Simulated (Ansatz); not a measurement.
The system is SiC.

```
Si C
1.0
     3.07569    0.00000    0.00000
    -1.53785    2.66363    0.00000
     0.00000    0.00000   10.07065
Si C
4 4
Direct
  0.00000 0.00000 0.18789
  0.00000 0.00000 0.68789
  0.33333 0.66667 0.43784
  0.66667 0.33333 0.93784
  0.00000 0.00000 0.00046
  0.00000 0.00000 0.50046
  0.33333 0.66667 0.24980
  0.66667 0.33333 0.74980
```

The cell is a database's computed one.

| Quantity | Value |
| --- | --- |
| Program | Ansatz 0.2.0 |
| Task | relaxation of cell and atoms |
| Functional | revPBE |
| Potentials or basis | Ansatz PAW |
| Cutoff | 420 eV (not typed: the program's choice for these potentials) |
| k mesh | 10 × 10 × 3 |
| Occupations | fermi-dirac, width 0.05 eV |
| Spin | no spin polarisation |

At the start: volume 10.31 Å³/atom.

Problem. Where does the relaxation end?

Solution. It ends after 8 steps and the volume is 10.62 Å³/atom (+2.9 %); space group P6_3mc (No. 186, to 0.05 Å).

Step by step:
| step | energy change (eV) | largest force (eV/Å) | volume (Å³) |
| --- | --- | --- | --- |
| 1 | 0.0000 | 0.0096 | 82.50 |
| 2 | -0.0347 | 0.0081 | 83.78 |
| 3 | -0.0430 | 0.0005 | 84.86 |
| 4 | -0.0430 | 0.0036 | 84.90 |
| 5 | -0.0430 | 0.0004 | 84.90 |
| 6 | -0.0474 | 0.0004 | 84.90 |
| 7 | -0.0473 | 0.0001 | 84.93 |
| 8 | -0.0474 | 0.0001 | 84.93 |

Final structure:
```xyz
8
Lattice="3.1058 0.0000 0.0000 -1.5529 2.6897 0.0000 0.0000 0.0000 10.1672" Properties=species:S:1:pos:R:3 pbc="T T T"
Si    0.0000    0.0000    1.9105
Si    0.0000    0.0000    6.9941
Si    0.0000    1.7931    4.4517
Si    1.5529    0.8966    9.5353
C     0.0000    0.0000    0.0045
C     0.0000    0.0000    5.0881
C     0.0000    1.7931    2.5398
C     1.5529    0.8966    7.6234
```

Caveat: the plane-wave basis is chosen anew once the cell has moved, so the energies of steps on either side of that aren't comparable; the PAW data sets come from PBE, with cores solved anew for the run's functional, which leaves a small shift of forces and pressure.
